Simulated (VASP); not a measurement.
These are G0W0 on PBE orbitals, VASP's PBE PAW potentials (set 64) (plane waves; VASP) values and carry that method's errors.

The input files of a VASP run:

File POSCAR:
```
NaBr
1.0
  0.0000000000   2.9850000000   2.9850000000
  2.9850000000   0.0000000000   2.9850000000
  2.9850000000   2.9850000000   0.0000000000
Na Br
1 1
Cartesian
  0.0000000000   0.0000000000   0.0000000000
  2.9850000000   2.9850000000   2.9850000000
```

### INCAR
```
GGA=PE
PREC=Normal
LCHARG=F
NBANDSGW=16
LSPECTRALGW=T
ISMEAR=0   # Gaussian
NBANDS=64
ALGO=EVGW0
NOMEGA=64
SIGMA=0.01   # width (eV)
LWAVE=F
SYSTEM=NaBr
ENCUT=500
LASPH=T   # aspherical one-centre terms
LREAL=F   # projection in real space or not
ENCUTGW=150
NELMGW=1
```

KPOINTS:
```
Automatic mesh
0
Gamma
4 4 4
0 0 0
```

POTCAR, in this order: Na_sv_GW Br_GW (PBE.64 set). Program: vasp_std. Read from the step before: WAVECAR, WAVEDER.

Output

### OSZICAR
```
energies w=
    0.000    0.000    1.218    0.000    2.433    0.000    3.644    0.000
    4.847    0.000    6.042    0.000    7.225    0.000    8.396    0.000
    9.554    0.000   10.698    0.000   11.827    0.000   12.942    0.000
   14.041    0.000   15.127    0.000   16.199    0.000   17.259    0.000
   18.307    0.000   19.345    0.000   20.374    0.000   21.396    0.000
   22.412    0.000   23.424    0.000   24.434    0.000   25.443    0.000
   26.454    0.000   27.469    0.000   28.491    0.000   29.521    0.000
   30.562    0.000   31.616    0.000   32.688    0.000   33.779    0.000
   34.893    0.000   36.034    0.000   37.206    0.000   38.413    0.000
   39.660    0.000   40.952    0.000   42.295    0.000   43.696    0.000
   45.163    0.000   46.704    0.000   48.329    0.000   50.049    0.000
   51.878    0.000   53.830    0.000   55.923    0.000   58.179    0.000
   60.621    0.000   63.281    0.000   66.194    0.000   69.403    0.000
   72.963    0.000   76.940    0.000   81.419    0.000   86.506    0.000
   92.342    0.000   99.108    0.000  107.054    0.000  116.517    0.000
  127.980    0.000  142.149    0.000  160.099    0.000  183.559    0.000
NQ=   1    0.0000    0.0000    0.0000,
 performed         73000 updates of chi_q(r,r)
NQ=   2    0.2500    0.0000    0.0000,
 performed        220000 updates of chi_q(r,r)
NQ=   3    0.5000    0.0000    0.0000,
 performed        330000 updates of chi_q(r,r)
NQ=   4    0.2500    0.2500    0.0000,
 performed        463000 updates of chi_q(r,r)
NQ=   5    0.5000    0.2500    0.0000,
 performed        643000 updates of chi_q(r,r)
NQ=   6   -0.2500    0.2500    0.0000,
 performed        802000 updates of chi_q(r,r)
NQ=   7    0.5000    0.5000    0.0000,
 performed        904000 updates of chi_q(r,r)
NQ=   8   -0.2500    0.5000    0.2500,
 performed       1039000 updates of chi_q(r,r)
 resolving degeneracies of screened two electron integrals
```

OUTCAR:
```


 k-point   1 :       0.0000    0.0000    0.0000
  band No.  KS-energies  QP-energies   sigma(KS)   V_xc(KS)     V^pw_x(r,r')   Z            occupation Imag(sigma)

      1     -50.3982     -59.7368     -41.6816     -29.2777     -49.1356       0.7529       2.0000       0.5025
      2     -22.3363     -27.8577     -35.2622     -28.3151     -41.3554       0.7948       2.0000       0.2327
      3     -22.3363     -27.8577     -35.2622     -28.3151     -41.3554       0.7948       2.0000       0.2327
      4     -22.3363     -27.8577     -35.2622     -28.3151     -41.3554       0.7948       2.0000       0.2327
      5     -13.5731     -14.8716     -15.5280     -13.7823     -22.0997       0.7438       2.0000       1.6397
      6      -0.7730      -2.2380     -14.7517     -12.9071     -16.7090       0.7942       2.0000       0.1521
      7      -0.7730      -2.2380     -14.7517     -12.9071     -16.7090       0.7942       2.0000       0.1521
      8      -0.7730      -2.2380     -14.7517     -12.9071     -16.7090       0.7942       2.0000       0.1521
      9       3.3807       4.2968      -6.6389      -7.7291      -3.8139       0.8403       0.0000      -0.1217
     10       9.0657      10.0626      -6.2198      -7.4260      -3.0730       0.8264       0.0000      -0.1637
     11       9.0657      10.0626      -6.2198      -7.4260      -3.0730       0.8264       0.0000      -0.1637
     12       9.0657      10.0626      -6.2198      -7.4260      -3.0730       0.8264       0.0000      -0.1637
     13      11.1998      12.4947      -6.9854      -8.5750      -3.6393       0.8146       0.0000      -0.2002
     14      11.1998      12.4947      -6.9854      -8.5750      -3.6393       0.8146       0.0000      -0.2002
     15      12.1526      12.5240      -4.8247      -5.2870      -1.0324       0.8034       0.0000      -0.3444
     16      13.8594      14.9319      -6.8237      -8.1661      -2.8551       0.7990       0.0000      -0.3966

 k-point   2 :       0.2500    0.0000    0.0000
  band No.  KS-energies  QP-energies   sigma(KS)   V_xc(KS)     V^pw_x(r,r')   Z            occupation Imag(sigma)

      1     -50.3980     -59.7665     -41.6818     -29.2782     -49.1360       0.7553       2.0000       0.5025
      2     -22.3438     -27.7872     -35.2269     -28.2829     -41.3218       0.7839       2.0000       0.2394
      3     -22.3368     -27.8539     -35.2602     -28.3134     -41.3533       0.7942       2.0000       0.2328
      4     -22.3368     -27.8539     -35.2602     -28.3134     -41.3533       0.7942       2.0000       0.2328
      5     -13.4377     -14.7093     -15.6597     -13.9540     -22.2058       0.7455       2.0000       1.6072
      6      -1.9824      -3.6126     -13.5944     -11.5290     -15.6180       0.7893       2.0000       0.1787
      7      -0.9150      -2.4100     -14.6223     -12.7392     -16.5958       0.7939       2.0000       0.1551
      8      -0.9150      -2.4100     -14.6223     -12.7392     -16.5958       0.7939       2.0000       0.1551
      9       4.8744       5.8401      -7.0661      -8.2265      -4.1874       0.8322       0.0000      -0.1320
     10       8.1810       9.1505      -6.6397      -7.8219      -3.4844       0.8201       0.0000      -0.1714
     11       9.2357      10.3277      -6.6542      -7.9827      -3.4810       0.8220       0.0000      -0.1708
     12       9.2357      10.3277      -6.6542      -7.9827      -3.4810       0.8220       0.0000      -0.1708
     13      11.0247      12.1927      -6.7705      -8.2058      -3.3661       0.8138       0.0000      -0.2157
     14      11.0247      12.1927      -6.7705      -8.2058      -3.3661       0.8138       0.0000      -0.2157
     15      12.5325      13.4996      -6.1765      -7.3801      -2.3186       0.8035       0.0000      -0.3512
     16      15.9269      16.6585      -5.5834      -6.4696      -1.5847       0.8255       0.0000      -0.5684

 k-point   3 :       0.5000    0.0000    0.0000
  band No.  KS-energies  QP-energies   sigma(KS)   V_xc(KS)     V^pw_x(r,r')   Z            occupation Imag(sigma)

      1     -50.3979     -59.7824     -41.6820     -29.2786     -49.1365       0.7566       2.0000       0.5026
      2     -22.3516     -27.7592     -35.1910     -28.2514     -41.2878       0.7792       2.0000       0.2460
      3     -22.3373     -27.8350     -35.2582     -28.3117     -41.3510       0.7914       2.0000       0.2329
      4     -22.3373     -27.8350     -35.2582     -28.3117     -41.3510       0.7914       2.0000       0.2329
      5     -13.2946     -14.5431     -15.8048     -14.1437     -22.3238       0.7516       2.0000       1.5701
      6      -2.8327      -4.6042     -13.1659     -10.8966     -15.3767       0.7807       2.0000       0.2132
      7      -1.0471      -2.5702     -14.5150     -12.5946     -16.5083       0.7931       2.0000       0.1583
      8      -1.0471      -2.5702     -14.5150     -12.5946     -16.5083       0.7931       2.0000       0.1583
      9       5.4037       6.2168      -6.2737      -7.2479      -3.3912       0.8346       0.0000      -0.1334
     10       8.7369       9.8641      -6.8823      -8.2497      -3.7771       0.8243       0.0000      -0.1622
     11       8.7369       9.8641      -6.8823      -8.2497      -3.7771       0.8243       0.0000      -0.1622
     12       9.1608      10.5279      -8.2367      -9.9485      -4.7444       0.7987       0.0000      -0.2335
     13      12.0271      12.8147      -5.5967      -6.5780      -1.7752       0.8026       0.0000      -0.3250
     14      14.1301      15.6423      -7.7767      -9.6537      -4.0785       0.8057       0.0000      -0.3263
     15      14.1301      15.6423      -7.7767      -9.6537      -4.0785       0.8057       0.0000      -0.3263
     16      14.5879      15.3753      -5.8657      -6.8442      -1.8080       0.8048       0.0000      -0.4901

 k-point   4 :       0.2500    0.2500    0.0000
  band No.  KS-energies  QP-energies   sigma(KS)   V_xc(KS)     V^pw_x(r,r')   Z            occupation Imag(sigma)

      1     -50.3980     -59.7853     -41.6819     -29.2783     -49.1361       0.7568       2.0000       0.5025
      2     -22.3426     -27.7936     -35.2332     -28.2891     -41.3274       0.7850       2.0000       0.2373
      3     -22.3385     -27.8327     -35.2551     -28.3074     -41.3475       0.7908       2.0000       0.2331
      4     -22.3385     -27.8327     -35.2551     -28.3074     -41.3475       0.7908       2.0000       0.2331
      5     -13.4021     -14.6657     -15.6739     -13.9831     -22.2136       0.7473       2.0000       1.6003
      6      -1.9379      -3.5664     -13.6109     -11.5488     -15.6303       0.7898       2.0000       0.1774
      7      -1.1299      -2.6631     -14.4831     -12.5473     -16.4822       0.7920       2.0000       0.1595
      8      -1.1299      -2.6631     -14.4831     -12.5473     -16.4822       0.7920       2.0000       0.1595
      9       5.3816       6.4709      -7.4095      -8.7255      -4.4822       0.8277       0.0000      -0.1374
     10       7.1907       7.9704      -5.7631      -6.7004      -2.7615       0.8318       0.0000      -0.1457
     11       8.6285       9.7533      -6.9795      -8.3509      -3.7786       0.8202       0.0000      -0.1766
     12      10.3830      11.4851      -6.8232      -8.1792      -3.4462       0.8128       0.0000      -0.2119
     13      10.3830      11.4851      -6.8232      -8.1792      -3.4462       0.8128       0.0000      -0.2119
     14      12.0000      13.3473      -7.1402      -8.7999      -3.6853       0.8118       0.0000      -0.2288
     15      15.4887      16.6425      -6.7042      -8.1312      -2.6866       0.8085       0.0000      -0.5014
     16      15.4887      16.6425      -6.7042      -8.1312      -2.6866       0.8085       0.0000      -0.5014

 k-point   5 :       0.5000    0.2500    0.0000
  band No.  KS-energies  QP-energies   sigma(KS)   V_xc(KS)     V^pw_x(r,r')   Z            occupation Imag(sigma)

      1     -50.3978     -59.8861     -41.6821     -29.2788     -49.1365       0.7650       2.0000       0.5025
      2     -22.3475     -27.7751     -35.2147     -28.2704     -41.3085       0.7816       2.0000       0.2397
      3     -22.3399     -27.8299     -35.2496     -28.3023     -41.3417       0.7902       2.0000       0.2334
      4     -22.3399     -27.8299     -35.2496     -28.3023     -41.3417       0.7902       2.0000       0.2334
      5     -13.2692     -14.5190     -15.7858     -14.1413     -22.3010       0.7600       2.0000       1.5677
      6      -2.4712      -4.2015     -13.4222     -11.2118     -15.5794       0.7828       2.0000       0.1981
      7      -1.6159      -3.2251     -14.0235     -11.9817     -16.0627       0.7881       2.0000       0.1712
      8      -1.2528      -2.8102     -14.3952     -12.4259     -16.4154       0.7908       2.0000       0.1628
      9       6.2188       7.2255      -6.6455      -7.8570      -3.6791       0.8309       0.0000      -0.1407
     10       7.4086       8.4979      -7.0359      -8.3578      -3.9828       0.8240       0.0000      -0.1564
     11       8.3652       9.3510      -6.8493      -8.0560      -3.6371       0.8170       0.0000      -0.1821
     12      10.0200      11.2157      -7.1208      -8.5898      -3.8117       0.8140       0.0000      -0.1984
     13      11.8026      12.9107      -6.9938      -8.3832      -3.2263       0.7975       0.0000      -0.3172
     14      14.2295      15.6634      -7.5402      -9.3219      -3.8096       0.8048       0.0000      -0.3402
     15      14.7919      16.2082      -7.2312      -8.9743      -3.3746       0.8125       0.0000      -0.4190
     16      15.0398      16.0527      -6.5064      -7.7648      -2.4435       0.8050       0.0000      -0.5048

 k-point   6 :      -0.2500    0.2500    0.0000
  band No.  KS-energies  QP-energies   sigma(KS)   V_xc(KS)     V^pw_x(r,r')   Z            occupation Imag(sigma)

      1     -50.3978     -59.8175     -41.6820     -29.2786     -49.1364       0.7594       2.0000       0.5025
      2     -22.3468     -27.7840     -35.2134     -28.2713     -41.3088       0.7832       2.0000       0.2415
      3     -22.3410     -27.8001     -35.2465     -28.2977     -41.3381       0.7856       2.0000       0.2337
      4     -22.3373     -27.8443     -35.2583     -28.3117     -41.3513       0.7928       2.0000       0.2327
      5     -13.3067     -14.5547     -15.7698     -14.1087     -22.2915       0.7513       2.0000       1.5756
...
```
(Selected blocks of OUTCAR.)

The mesh is coarse and the basis finite, so the quasiparticle values are not converged.

The compound is NaBr in the rock salt structure. The cell was not relaxed at this level. The k-mesh is coarse (spacing up to 0.46 per Å, 2π included), so the numbers may not be converged in it.
